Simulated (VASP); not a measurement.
# KF (Carobbiite) (Fm-3m) in VASP: further runs

The runs below take KF (Carobbiite) through relaxation of cell and atoms, relaxation of the atoms, with PBEsol.

Program: VASP 6.6.1. These are calculated values, not measurements. Logs are shortened: lines on timing, memory, paths and dates and some standing lists are left out, and cuts for length are marked.

## (1) Starting point

It takes space group Fm-3m (No. 225, cubic). Conventional cell: a = 5.344 Å, b = 5.344 Å, c = 5.344 Å, α = 90.00°, β = 90.00°, γ = 90.00°. Around K (site symmetry m-3m) lie 6 F at 2.67 Å. F (site symmetry m-3m) has 6 K at 2.67 Å as nearest neighbours.

## (2) Relaxation of cell and atoms, PBEsol

INCAR reads:

```
SYSTEM = KF
  ALGO = Normal
  EDIFF = 1E-6
  EDIFFG = -0.01
  ENCUT = 600
  GGA = PS
  IBRION = 2
  ISIF = 3
  ISMEAR = 0
  LASPH = .TRUE.
  LCHARG = .FALSE.
  LREAL = .FALSE.
  LWAVE = .FALSE.
  NELM = 80
  NSW = 90
  PREC = Accurate
  SIGMA = 0.03
```

KPOINTS reads:

```
k-points
0
G
  10 10 10
  0 0 0
```

POSCAR reads:

```
KF
1.0
    0.0000000000      2.6718500000      2.6718500000
    2.6718500000      0.0000000000      2.6718500000
    2.6718500000      2.6718500000      0.0000000000
K F
1 1
Direct
    0.0000000000      0.0000000000      0.0000000000
    0.5000000000      0.5000000000      0.5000000000
```

Potentials or basis: VASP PAW PBE potentials, release 64 (K_sv, F).

Started as:

```bash
$ cat potpaw_PBE.64/K_sv/POTCAR potpaw_PBE.64/F/POTCAR > POTCAR
$ mpirun -np 1 vasp_std > vasp.out
```

OUTCAR:

```text
SYSTEM = KF
   EDIFF = 1E-6
   EDIFFG = -0.01
   ENCUT = 600
   GGA = PS
   IBRION = 2
   ISIF = 3
   ISMEAR = 0
   LASPH = .TRUE.
   LREAL = .FALSE.
   NELM = 80
   NSW = 90
   PREC = Accurate

 ion  position               nearest neighbor table
   1  0.000  0.000  0.000-   2 2.67   2 2.67   2 2.67   2 2.67   2 2.67   2 2.67
   2  0.500  0.500  0.500-   1 2.67   1 2.67   1 2.67   1 2.67   1 2.67   1 2.67

  LATTYP: Found a face centered cubic cell.
 ALAT       =     5.3437000000

  Lattice vectors:

 A1 = (   0.0000000000,   2.6718500000,   2.6718500000)
 A2 = (   2.6718500000,   0.0000000000,   2.6718500000)
 A3 = (   2.6718500000,   2.6718500000,   0.0000000000)

Analysis of symmetry for initial positions (statically):
=====================================================================
 Subroutine PRICEL returns:
 Original cell was already a primitive cell.

 Routine SETGRP: Setting up the symmetry group for a
 face centered cubic supercell.

 Subroutine GETGRP returns: Found 48 space group operations
 (whereof 48 operations were pure point group operations)
 out of a pool of 48 trial point group operations.

The static configuration has the point symmetry O_h .

Analysis of symmetry for dynamics (positions and initial velocities):
=====================================================================
 Subroutine PRICEL returns:
 Original cell was already a primitive cell.

 Routine SETGRP: Setting up the symmetry group for a
 face centered cubic supercell.

 Subroutine GETGRP returns: Found 48 space group operations
 (whereof 48 operations were pure point group operations)
 out of a pool of 48 trial point group operations.

The dynamic configuration has the point symmetry O_h .

 Subroutine INISYM returns: Found 48 space group operations
 (whereof 48 operations are pure point group operations),
 and found     1 'primitive' translations

----------------------------------------------------------------------------------------

                                     Primitive cell

  volume of cell :      38.1475

  direct lattice vectors                    reciprocal lattice vectors
     0.000000000  2.671850000  2.671850000    -0.187136254  0.187136254  0.187136254
     2.671850000  0.000000000  2.671850000     0.187136254 -0.187136254  0.187136254
     2.671850000  2.671850000  0.000000000     0.187136254  0.187136254 -0.187136254

  length of vectors
     3.778566507  3.778566507  3.778566507     0.324129500  0.324129500  0.324129500

  position of ions in fractional coordinates (direct lattice)
     0.000000000  0.000000000  0.000000000
     0.500000000  0.500000000  0.500000000

  ion indices of the primitive-cell ions
   primitive index   ion index
                 1           1
                 2           2

----------------------------------------------------------------------------------------

 KPOINTS: k-points

Automatic generation of k-mesh.
 Grid dimensions read from file:
 generate k-points for:   10   10   10

 Generating k-lattice:

  Cartesian coordinates                     Fractional coordinates (reciprocal lattice)
    -0.018713625  0.018713625  0.018713625     0.100000000  0.000000000  0.000000000
     0.018713625 -0.018713625  0.018713625     0.000000000  0.100000000  0.000000000
     0.018713625  0.018713625 -0.018713625     0.000000000  0.000000000  0.100000000

  Length of vectors
     0.032412950  0.032412950  0.032412950

  Shift w.r.t. Gamma in fractional coordinates (k-lattice)
     0.000000000  0.000000000  0.000000000

 Subroutine IBZKPT returns following result:
 ===========================================

 Found     47 irreducible k-points:

 Following reciprocal coordinates:
            Coordinates               Weight
  0.000000  0.000000  0.000000      1.000000
  0.100000  0.000000  0.000000      8.000000
  0.200000  0.000000  0.000000      8.000000
  0.300000  0.000000  0.000000      8.000000
  0.400000  0.000000  0.000000      8.000000
  0.500000  0.000000  0.000000      4.000000
[... 16 lines left out ...]
  0.300000  0.300000  0.000000      6.000000
  0.400000  0.300000  0.000000     24.000000
 [... further k-points ...]
   k-points           NKPTS =     47   k-points in BZ     NKDIM =     47   number of bands    NBANDS=     12
   number of dos      NEDOS =    301   number of ions     NIONS =      2
   total plane-waves  NPLWV =  27000
   dimension x,y,z NGX =    30 NGY =   30 NGZ =   30
   dimension x,y,z NGXF=    60 NGYF=   60 NGZF=   60
   ions per type =               1   1
   NGX,Y,Z   is equivalent  to a cutoff of  13.20, 13.20, 13.20 a.u.
   NGXF,Y,Z  is equivalent  to a cutoff of  26.40, 26.40, 26.40 a.u.
 SYSTEM =  KF
   PREC   = accura    normal or accurate (medium, high low for compatibility)
   ISTART =      0    job   : 0-new  1-cont  2-samecut
   ICHARG =      2    charge: 1-file 2-atom 10-const
   ISPIN  =      1    spin polarized calculation?
   LNONCOLLINEAR =      F non collinear calculations
   LSORBIT =      F    spin-orbit coupling
   LASPH  =      T    aspherical Exc in radial PAW
   ENCUT  =  600.0 eV  44.10 Ry    6.64 a.u.   7.55  7.55  7.55*2*pi/ulx,y,z
   NELM   =     80;   NELMIN=  2; NELMDL= -5     # of ELM steps
   EDIFF  = 0.1E-05   stopping-criterion for ELM
   LREAL  =      F    real-space projection
   EDIFFG = -.1E-01   stopping-criterion for IOM
   NSW    =     90    number of steps for IOM
   IBRION =      2    ionic relax: 0-MD 1-quasi-New 2-CG
   NFREE  =      1    steps in history (QN), initial steepest desc. (CG)
   ISIF   =      3    stress and relaxation
   ISYM   =      2    0-nonsym 1-usesym 2-fastsym
   POTIM  = 0.5000    time-step for ionic-motion
   TEBEG  =    0.0;   TEEND  =   0.0 temperature during run
   PSTRESS=    0.0 pullay stress
   NELECT =      16.0000    total number of electrons
   NUPDOWN=      -1.0000    fix difference up-down
   EMIN   =  10.00;   EMAX   =-10.00  energy-range for DOS
   EFERMI =   0.00;   METHOD = LEGACY
   ISMEAR =     0;   SIGMA  =   0.03  broadening in eV -4-tet -1-fermi 0-gaus
   EFERMI_NEDOS =   21; number of points for ismear=-14 and -15
   IALGO  =     38    algorithm
   IMIX   =      4    mixing-type and parameters
     AMIX     =   0.40;   BMIX     =  1.00
     AMIX_MAG =   1.60;   BMIX_MAG =  1.00
  volume/ion in A,a.u.               =      19.07       128.72
  Fermi-wavevector in a.u.,A,eV,Ry     =   1.225442  2.315750 20.431978  1.501708
  Thomas-Fermi vector in A             =   2.360480
   LORBIT       =      0    0 simple, 1 ext, 2 COOP (PROOUT), +10 PAW based schemes
   GGA     = PS    functional components
   LHFCALC =     F    Hartree Fock is set to
   AEXX    =    0.0000 exact exchange contribution
   IVDW    =     0    specifies the selected vdW correction
   LEPSILON=     F    determine dielectric tensor
   LRPA    =     F    only Hartree local field effects (RPA)
 conjugate gradient relaxation of ions
 non-spin polarized calculation
 Gauss-broadening in eV      SIGMA  =   0.03
  energy-cutoff  :      600.00
  volume of cell :       38.15
 maximum number of plane-waves:      1295
   NGX = 15   NGY = 15   NGZ = 15

--------------------------------------- Ionic step        1  -------------------------------------------

 number of electron      15.9999997 magnetization

 Free energy of the ion-electron system (eV)
  ---------------------------------------------------
  ext. energy  EPLUGINS =         0.00000000
  ---------------------------------------------------
  free energy    TOTEN  =        -8.52119321 eV

  energy without entropy =       -8.52119321  energy(sigma->0) =       -8.52119321

------------------------ aborting loop because EDIFF is reached ----------------------------------------

  FORCE on cell =-STRESS in cart. coord.  units (eV):
  Direction    XX          YY          ZZ          XY          YZ          ZX
  --------------------------------------------------------------------------------------
  -------------------------------------------------------------------------------------
  Total       -0.1464580     -0.1464580     -0.1464580      0.0000000     -0.0000000      0.0000000
  in kB       -6.1511656     -6.1511656     -6.1511656      0.0000000     -0.0000000      0.0000000
  external PRESSURE =      -6.1511656 kB  Pullay stress =       0.0000000 kB
[... 57 lines left out ...]
  energy  without entropy=       -8.5223812911  energy(sigma->0) =       -8.52238129

--------------------------------------- Ionic step        3  -------------------------------------------

 number of electron      16.0000002 magnetization

 Free energy of the ion-electron system (eV)
  ---------------------------------------------------
  ext. energy  EPLUGINS =         0.00000000
  ---------------------------------------------------
  free energy    TOTEN  =        -8.52270666 eV

  energy without entropy =       -8.52270666  energy(sigma->0) =       -8.52270666

 E-fermi :  -2.6829     XC(G=0):  -8.6956

 val. band max:       -2.8629082947   @ k =   0.0000   0.0000   0.0000
 cond. band min:       3.2587692748   @ k =   0.0000   0.0000   0.0000
 fundamental gap:      6.1216775695
 Fermi energy:        -2.6828998246

 k-point     1 :       0.0000    0.0000    0.0000
  band No.  band energies     occupation
      1     -28.7760      2.00000
      2     -21.4018      2.00000
      3     -12.0740      2.00000
      4     -12.0740      2.00000
      5     -12.0740      2.00000
      6      -2.8629      2.00000
      7      -2.8629      2.00000
      8      -2.8629      2.00000
      9       3.2588      0.00000
     10       7.8212      0.00000
     11       7.8212      0.00000
     12       7.8212      0.00000
[... 331 lines left out ...]
 k-point    24 :       0.4000    0.3000    0.0000
  band No.  band energies     occupation
      1     -28.6690      2.00000
      2     -21.4435      2.00000
      3     -12.4644      2.00000
      4     -12.2592      2.00000
      5     -12.2465      2.00000
      6      -3.2863      2.00000
      7      -2.9709      2.00000
      8      -2.9481      2.00000
      9       5.7497      0.00000
     10       6.3963      0.00000
     11       9.2631      0.00000
     12      10.2075      0.00000

 [... further k-points ...]

------------------------ aborting loop because EDIFF is reached ----------------------------------------

  FORCE on cell =-STRESS in cart. coord.  units (eV):
  Direction    XX          YY          ZZ          XY          YZ          ZX
  --------------------------------------------------------------------------------------
  -------------------------------------------------------------------------------------
  Total       -0.0155969     -0.0155969     -0.0155969     -0.0000000      0.0000000      0.0000000
  in kB       -0.6669364     -0.6669364     -0.6669364     -0.0000000      0.0000000      0.0000000
  external PRESSURE =      -0.6669364 kB  Pullay stress =       0.0000000 kB
[... 17 lines left out ...]
  FREE ENERGIE OF THE ION-ELECTRON SYSTEM (eV)
  ---------------------------------------------------
  free  energy   TOTEN  =        -8.5227066550 eV

  energy  without entropy=       -8.5227066550  energy(sigma->0) =       -8.52270666

 reached required accuracy - stopping structural energy minimisation
```

It took 26 s on 1 thread of Intel Xeon 6975P-C (Granite Rapids), shared host; peak memory 0.19 GiB.

Results:

* Free energy: -8.5227 eV
* Relaxed volume: 18.73 Å³/atom
* Relaxed cell: a = 3.756 Å, b = 3.756 Å, c = 3.756 Å, α = 60.00°, β = 60.00°, γ = 60.00°
* Space group after relaxing (to 0.05 Å): Fm-3m (No. 225)
* Energy gained by relaxing: 0.8 meV/atom
* Ionic steps: 3
* Pressure after relaxing: -0.1 GPa
* Band gap on the k mesh: 6.12 eV, direct

The path:
| step | energy change (eV) | largest force (eV/Å) | pressure (GPa) | volume (Å³) |
| --- | --- | --- | --- | --- |
| 1 | 0.0000 | 0.0000 | -0.62 | 38.15 |
| 2 | -0.0012 | 0.0000 | -0.31 | 37.74 |
| 3 | -0.0015 | 0.0000 | -0.07 | 37.47 |

Final structure:
```xyz
2
Lattice="0.0000 2.6559 2.6559 2.6559 0.0000 2.6559 2.6559 2.6559 0.0000" Properties=species:S:1:pos:R:3 pbc="T T T"
K     0.0000    0.0000    0.0000
F     2.6559    2.6559    2.6559
```

Caveat: the PAW data sets were made with another functional, which shifts forces and pressure a little. A k mesh can miss the band edges.

## (3) Relaxation of cell and atoms, PBEsol

This run uses another cell than the first one, of 18.73 Å³/atom, 0.982 times its volume.

Changes to INCAR since step 2:

```diff
@@ -2,4 +2,4 @@
   ALGO = Normal
-  EDIFF = 1E-6
-  EDIFFG = -0.01
+  EDIFF = 1E-7
+  EDIFFG = -0.005
   ENCUT = 600
```

KPOINTS is that of step 2.

POSCAR reads:

```
KF                                      
1.0
    0.0000000000      2.6558979372      2.6558979372
    2.6558979372     -0.0000000000      2.6558979372
    2.6558979372      2.6558979372      0.0000000000
  K               F             
     1     1
Direct
     0.0000000000000000    0.0000000000000000    0.0000000000000000
     0.5000000000000000    0.5000000000000000    0.5000000000000000
```

Potentials or basis: VASP PAW PBE potentials, release 64 (K_sv, F).

Started as:

```bash
$ cat potpaw_PBE.64/K_sv/POTCAR potpaw_PBE.64/F/POTCAR > POTCAR
$ mpirun -np 1 vasp_std > vasp.out
```

Wall time 21 s (1 thread of Intel Xeon 6975P-C (Granite Rapids), shared host); peak memory 0.18 GiB.

Results (log left out):

* Free energy: -8.5217 eV
* Relaxed volume: 18.71 Å³/atom
* Relaxed cell: a = 3.755 Å, b = 3.755 Å, c = 3.755 Å, α = 60.00°, β = 60.00°, γ = 60.00°
* Space group after relaxing (to 0.05 Å): Fm-3m (No. 225)
* Energy gained by relaxing: 0.0 meV/atom
* Ionic steps: 2
* Pressure after relaxing: 0.0 GPa
* Band gap on the k mesh: 6.13 eV, direct

Final structure:
```yaml
crystal:
  lattice:
    - [0.00000, 2.65497, 2.65497]
    - [2.65497, 0.00000, 2.65497]
    - [2.65497, 2.65497, 0.00000]
  atoms:
    - { symbol: K, position: [0.00000, 0.00000, 0.00000] }
    - { symbol: F, position: [0.50000, 0.50000, 0.50000] }
```

Levels at points of the mesh, in eV from the valence-band top:
```tsv
k point	band 4	band 5	band 6	band 7	band 8	band 9	band 10	band 11	band 12
(0.00, 0.00, 0.00)	-9.21	-9.21	0.00	0.00	0.00	6.13	10.69	10.69	10.69
(0.50, 0.00, 0.00)	-9.25	-9.25	-0.83	-0.37	-0.37	9.05	10.60	12.14	12.14
(0.50, 0.50, 0.00)	-9.44	-9.44	-0.20	-0.05	-0.05	8.11	10.34	11.81	13.70
```

Caveat: the PAW data sets were made with another functional, which shifts forces and pressure a little. A k mesh can miss the band edges.

[end of part 1 of 2]
